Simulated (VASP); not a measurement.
Hf:

```
CELL_PARAMETERS angstrom
3.19670 0.00000 0.00000
-1.59835 2.76842 0.00000
0.00000 0.00000 5.05780
ATOMIC_POSITIONS crystal
Hf 0.66667 0.33333 0.75000
Hf 0.33333 0.66667 0.25000
```

| Property | Result |
| --- | --- |
| Program | VASP 6.6.1 |
| Task | relaxation of cell and atoms |
| Functional | PBE |
| Dispersion | D3(BJ) |
| Potentials or basis | VASP PAW PBE potentials, release 64 (Hf_pv) |
| Cutoff | 600 eV |
| k mesh | 8 × 8 × 4 |
| Occupations | fermi-dirac, width 0.05 eV |
| Spin | no spin polarisation |

At the start: pressure -3.3 GPa; volume 22.38 Å³/atom.

How do energy, volume and symmetry change on relaxing?

Over 3 steps the energy falls by 6.9 meV/atom and the volume is 21.72 Å³/atom (-2.9 %); space group P6_3/mmc (No. 194, to 0.05 Å).

The path:
```tsv
step	energy change (eV)	largest force (eV/Å)	pressure (GPa)	volume (Å³)
1	0.0000	0.0000	-3.28	44.76
2	0.0080	0.0000	4.59	41.86
3	-0.0139	0.0000	-0.02	43.44
```

Final structure:
```
CELL_PARAMETERS angstrom
3.16502 0.00000 0.00000
-1.58251 2.74098 0.00000
0.00000 0.00000 5.00791
ATOMIC_POSITIONS crystal
Hf 0.66667 0.33333 0.75000
Hf 0.33333 0.66667 0.25000
```

Caveat: pairwise dispersion overbinds metals, which lowers pressure and volume.
